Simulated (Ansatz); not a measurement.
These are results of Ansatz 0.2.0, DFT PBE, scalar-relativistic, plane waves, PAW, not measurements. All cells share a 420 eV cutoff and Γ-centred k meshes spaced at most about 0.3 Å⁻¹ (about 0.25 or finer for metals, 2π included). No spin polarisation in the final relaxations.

Temperature and zero-point effects are left out. Lower structures may exist.

Task: Order these relaxed structures of SnSe₂ by energy, lowest first, with the energy over the lowest of them.
A.

Space group P-3m1 (No. 164). a = 3.872 Å, b = 3.872 Å, c = 6.988 Å, α = 90.00°, β = 90.00°, γ = 120.00°
| atom | site | symmetry | x | y | z |
| --- | --- | --- | --- | --- | --- |
| Sn | 1a | -3m. | 0.0000 | 0.0000 | 0.0000 |
| Se | 2d | 3m. | 0.3333 | 0.6667 | 0.2281 |

B.

Space group P6mm (No. 183). a = 5.544 Å, b = 5.544 Å, c = 5.832 Å, α = 90.00°, β = 90.00°, γ = 120.00°
| atom | site | symmetry | x | y | z |
| --- | --- | --- | --- | --- | --- |
| Sn | 2b | 3m. | 0.3333 | 0.6667 | 0.9160 |
| Se | 3c | 2mm | 0.5000 | 0.0000 | 0.3867 |
| Se | 1a | 6mm | 0.0000 | 0.0000 | 0.8763 |

C.

Space group P4/mmm (No. 123). a = 5.267 Å, b = 5.267 Å, c = 6.048 Å, α = 90.00°, β = 90.00°, γ = 90.00°
| atom | site | symmetry | x | y | z |
| --- | --- | --- | --- | --- | --- |
| Sn | 1b | 4/mmm | 0.0000 | 0.0000 | 0.5000 |
| Se | 2e | mmm. | 0.5000 | 0.0000 | 0.5000 |

D.

Space group Fmmm (No. 69). a = 3.886 Å, b = 7.980 Å, c = 11.929 Å, α = 90.00°, β = 90.00°, γ = 90.00°
```json
{"atom": "Sn", "site": "4a", "symmetry": "mmm", "x": "0.0000", "y": "0.0000", "z": "0.0000"}
{"atom": "Se", "site": "8i", "symmetry": "mm2", "x": "0.5000", "y": "0.0000", "z": "0.8417"}
```

Result: A (0 meV/atom), D (354 meV/atom), B (401 meV/atom), C (697 meV/atom). Forms: A cadmium iodide type, P-3m1; D Fmmm; B P6mm; C P4/mmm. Counting Se atoms around Sn (those within 1.25 times the shortest such distance or 1.15 times the sum of covalent radii, 1.27 where that leaves under three; the shortest distance is added where it exceeds 1.18 times the sum of covalent radii): A has Sn 6; D has Sn 4; B has Sn 9 from 3.2 Å; C has Sn 4.

Weakly bound directions are ill-defined at this level, which has no dispersion term (P-3m1, Fmmm, P4/mmm), and this can change margins and order among such cells. The P-3m1 cell at 30.2 Å³/atom was relaxed from a cell as deposited in COD. Cells relaxed within their symmetry can be saddle points. Some structure types and database cells were kept out of the candidates from the start, so a known form may be missing.
